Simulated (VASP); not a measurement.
Wanted: the native input for a VASP 6.6.1 run.

| Quantity | Value |
| --- | --- |
| Task | single point |
| Functional | revPBE |
| Dispersion | D3(BJ) |
| Potentials or basis | VASP PAW PBE potentials, release 64 (As) |
| Cutoff | 520 eV |
| k mesh | 12 × 12 × 1 |
| Occupations | gaussian, width 0.04 eV |
| Spin | no spin polarisation |
| Dipole correction | yes |
| Further INCAR settings | ALGO = Normal; EDIFF = 1e-06; NBANDS = 12 |

The structure of As lies in POSCAR:

```
As
1.0
    3.5870035604      0.0000000000      0.0000000000
   -1.7935017802      3.1064362068      0.0000000000
    0.0000000000      0.0000000000     22.4800000000
As
2
Direct
    0.3333333333      0.6666666667      0.5919282160
    0.0000000000      0.0000000000      0.6536471481
```

The cell was built by a generator and needn't be a form met in nature.

The input as run:

INCAR

```
ALGO = Normal
DIPOL = 0.5 0.5 0.623
EDIFF = 1E-6
ENCUT = 520
GGA = RE
IDIPOL = 3
ISIF = 2
ISMEAR = 0
IVDW = 12
LASPH = T
LCHARG = F
LDIPOL = T
LREAL = F
LWAVE = F
NBANDS = 12
NELM = 100
PREC = Accurate
SIGMA = 0.04
```

KPOINTS

```
k-points
0
Gamma
  12 12 1
```

Potentials or basis: VASP PAW PBE potentials, release 64 (As).

Command:

```bash
$ cat potpaw_PBE.64/As/POTCAR > POTCAR
$ mpirun -np 1 vasp_std > vasp.out
```

It gave:

```json
{
  "Largest force": "0.226 eV/Å",
  "Band gap on the k mesh": "1.67 eV, indirect (least direct gap 2.07 eV)",
  "Dispersion energy per atom": "-0.428 eV"
}
```

Caveat: the PAW data sets were made with another functional, which shifts forces and pressure a little.

Wall time 100 s on 1 thread of Intel(R) Xeon(R) Platinum 8488C (Sapphire Rapids), on a shared host, peak memory 0.35 GiB.
